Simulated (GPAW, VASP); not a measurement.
This is a calculation of InPd for GPAW 26.7.0 (ASE script). The cell comes from a database or a generator and needn't be the stable form of this composition.

File run.py:

```python
from ase.dft.bandgap import bandgap
from ase.io import read, write
from ase.units import GPa
from gpaw import GPAW, PW

atoms = read('InPd.xyz')

calc = GPAW(mode=PW(600),
            xc='PBE',
            kpts={'size': (8, 8, 8), 'gamma': True},
            occupations={'name': 'methfessel-paxton', 'order': 0, 'width': 0.012},
            nbands=26,
            convergence={'density': 1e-05, 'energy': 1e-05},
            maxiter=150,
            txt='gpaw.txt')
atoms.calc = calc
energy = atoms.get_potential_energy()
forces = atoms.get_forces()
stress = atoms.get_stress()
calc.write('gs.gpw')
write('result.traj', atoms)
print(f'Energy: {energy:.6f} eV')
print('Forces (eV/A):')
print(forces.round(4))
print('Stress (GPa):', (stress / GPa).round(3))
print('Fermi level:', round(calc.get_fermi_level(), 4), 'eV')
print(f'Gap: {bandgap(calc)[0]:.4f} eV, direct: {bandgap(calc, direct=True)[0]:.4f} eV')
```

InPd.xyz

```xyz
2
Lattice="3.2718847800 0.0000000000 0.0000000000 0.0000000000 3.2718847800 0.0000000000 0.0000000000 0.0000000000 3.2718847800" Properties=species:S:1:pos:R:3 pbc="T T T"
In     0.0000000000      0.0000000000      0.0000000000
Pd     1.6359423900      1.6359423900      1.6359423900
```

Potentials or basis: GPAW PAW data sets (gpaw-data 1.2.1), pw.

Run with:

```bash
$ OMP_NUM_THREADS=1 python run.py
```

Q: What does the same run look like in VASP 6.6.1? Potentials or basis there: PBE PAW files In_d, Pd, 520 eV.

A: As run (cutoffs and basis follow the program's own potentials, and thresholds, step limits or extra output files can differ):

Contents of INCAR:

```
SYSTEM = InPd
ALGO = Fast
EDIFF = 1E-6
ENCUT = 520
GGA = PE
ISIF = 2
ISMEAR = 0
LASPH = .TRUE.
LCHARG = .FALSE.
LREAL = .FALSE.
LWAVE = .FALSE.
NELM = 100
PREC = Accurate
SIGMA = 0.012
```

KPOINTS

```
k-points
0
G
  8 8 8
  0 0 0
```

POSCAR

```
InPd
1.0
    3.2718847800      0.0000000000      0.0000000000
    0.0000000000      3.2718847800      0.0000000000
    0.0000000000      0.0000000000      3.2718847800
In Pd
1 1
Direct
    0.0000000000      0.0000000000      0.0000000000
    0.5000000000      0.5000000000      0.5000000000
```

Potentials or basis: VASP PAW PBE potentials, release 64 (In_d, Pd).

Run with:

```sh
$ cat potpaw_PBE.64/In_d/POTCAR potpaw_PBE.64/Pd/POTCAR > POTCAR
$ mpirun -np 1 vasp_std > vasp.out
```

Both were run:

|  | GPAW | VASP |
| --- | --- | --- |
| Pressure | 3.4 GPa | 3.8 GPa |

The potentials hold 29 and 23 valence electrons a cell.

Pressure is positive in compression.
